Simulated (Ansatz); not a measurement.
# WSe2: how the settings move a single-point run

Question: which choices in the input matter for WSe2?

Computed with Ansatz 0.2.0 (reference: DFT, HSE06, plane waves, PAW, unless a step's input says otherwise).

1 further run of the same task is left out (it didn't finish).

**1. The starting structure**

It takes space group P-6m2 (No. 187, hexagonal). Conventional cell: a = 3.297 Å, b = 3.297 Å, c = 7.184 Å, α = 90.00°, β = 90.00°, γ = 120.00°. Around W (site symmetry -6m2) lie 6 Se at 2.53 Å. Se (site symmetry 3m) has 3 W at 2.53 Å as nearest neighbours.

As a file:

```cif
data_structure
_symmetry_space_group_name_H-M 'P-6m2'
_symmetry_Int_Tables_number 187
_cell_length_a 3.2972
_cell_length_b 3.2972
_cell_length_c 7.1843
_cell_angle_alpha 90.000
_cell_angle_beta 90.000
_cell_angle_gamma 120.000
_cell_volume 67.64
loop_
_atom_site_label
_atom_site_type_symbol
_atom_site_symmetry_multiplicity
_atom_site_Wyckoff_symbol
_atom_site_fract_x
_atom_site_fract_y
_atom_site_fract_z
_atom_site_occupancy
W1 W 1 a 0.00000 0.00000 0.00000 1
Se1 Se 2 h 0.33333 0.66667 0.23192 1
```

**2. The reference run**

The input, input.yaml:

```yaml
crystal:
  lattice:
    - [3.2972133755, 0.0, 0.0]
    - [-1.6486066877, 2.8554705449, 0.0]
    - [0.0, 0.0, 7.184273235]
  atoms:
    - { symbol: W, position: [0.0, 0.0, 0.0] }
    - { symbol: Se, position: [0.3333333333, 0.6666666667, 0.2319179705] }
    - { symbol: Se, position: [0.3333333333, 0.6666666667, 0.7680820295] }
kpoints:
  mp_grid: { grid: [6, 6, 2] }
hamiltonian:
  xc: hse06
scf:
  occupations: { method: fixed }
  n_extra_bands: 4
output:
  forces: true
  stress: true
  eigenvalues: true
  write_density: true
  write_potential: true
  elf: true
  volumetric_format: npy
```

Started as:

```console
> ansatz run input.yaml --threads 4 --pin off --max-ram 5529MiB --backend cpu --events-out ev --progress --plain --runs-dir out
```

**3. Changed: exchange pbe, correlation pbe, coeff 0.05, omega 0.2078**

Changes to input.yaml since step 2:

```diff
@@ -12,3 +12,6 @@
 hamiltonian:
-  xc: hse06
+  xc:
+    exchange: pbe
+    correlation: pbe
+    exx: { coeff: 0.05, omega: 0.2078 }
 scf:
@@ -20,5 +23 @@
   eigenvalues: true
-  write_density: true
-  write_potential: true
-  elf: true
-  volumetric_format: npy
```

**4. Variant: exchange pbe, correlation pbe, coeff 0.75, omega 0.1**

Changes to input.yaml since step 2:

```diff
@@ -12,3 +12,3 @@
 hamiltonian:
-  xc: hse06
+  xc: { exchange: pbe, correlation: pbe, exx: { coeff: 0.75, omega: 0.1 } }
 scf:
@@ -20,5 +20 @@
   eigenvalues: true
-  write_density: true
-  write_potential: true
-  elf: true
-  volumetric_format: npy
```

**5. Variant: exchange pbe, correlation pbe, coeff 0.3, omega 0.5**

Changes to input.yaml since step 2:

```diff
@@ -12,3 +12,3 @@
 hamiltonian:
-  xc: hse06
+  xc: { exchange: pbe, correlation: pbe, exx: { coeff: 0.3, omega: 0.5 } }
 scf:
@@ -20,5 +20 @@
   eigenvalues: true
-  write_density: true
-  write_potential: true
-  elf: true
-  volumetric_format: npy
```

**6. Changing settings: occupations.method fermi_dirac, occupations.width 0.001**

Changes to input.yaml since step 2:

```diff
@@ -14,3 +14,3 @@
 scf:
-  occupations: { method: fixed }
+  occupations: { method: fermi_dirac, width: 0.001 }
   n_extra_bands: 4
@@ -20,5 +20 @@
   eigenvalues: true
-  write_density: true
-  write_potential: true
-  elf: true
-  volumetric_format: npy
```

Before running it: what results should come out? Wanted: for each run, ending; energy change; pressure; gap; force.

**Answer**, as computed:

```csv
run,ending,energy change,pressure (GPa),gap (eV),force (eV/Å),cycles,time
reference,converged,0,-0.8,1.90,0.24,19,17 s
"1: exchange pbe, correlation pbe, coeff 0.05, omega 0.2078",converged,not comparable,2.3,1.48,0.18,12,14 s
"2: exchange pbe, correlation pbe, coeff 0.75, omega 0.1",converged,not comparable,-8.6,3.76,1.30,31,22 s
"3: exchange pbe, correlation pbe, coeff 0.3, omega 0.5",converged,not comparable,-0.1,1.60,0.17,21,17 s
"4: occupations.method fermi_dirac, occupations.width 0.001",converged,0.0 meV/atom (σ→0),-0.8,1.90,0.24,19,17 s
```

Times don't compare one to one where runs were asked for different outputs or read a saved state (see the inputs); cycles may leave out searches for a lower state.

Residual by cycle in the longest SCF loop of each run; runs are numbered as in the table. The quantity is the density residual dr2, in eV.

```csv
cycle,reference,run 1,run 2,run 3,run 4
1,0.0754,0.0087,0.328,0.0598,0.0733
2,0.208,0.0171,0.0861,0.195,0.202
3,0.00465,0.00656,0.0414,0.00169,0.00408
4,5.5e-4,9.5e-4,0.00585,4.8e-4,5.2e-4
5,1.0e-4,3.8e-5,0.00484,6.8e-5,9.2e-5
6,1.6e-4,-,0.00604,9.3e-6,1.3e-4
7,2.0e-6,-,0.00154,8.3e-6,1.7e-6
8,-,-,3.2e-4,1.7e-7,-
9,-,-,3.8e-4,-,-
10,-,-,2.3e-4,-,-
11,-,-,7.3e-6,-,-
```

«occupations.method fermi_dirac, occupations.width 0.001» leaves the energy as it was. The gap of the reference lacks spin-orbit coupling, though the cell holds W.
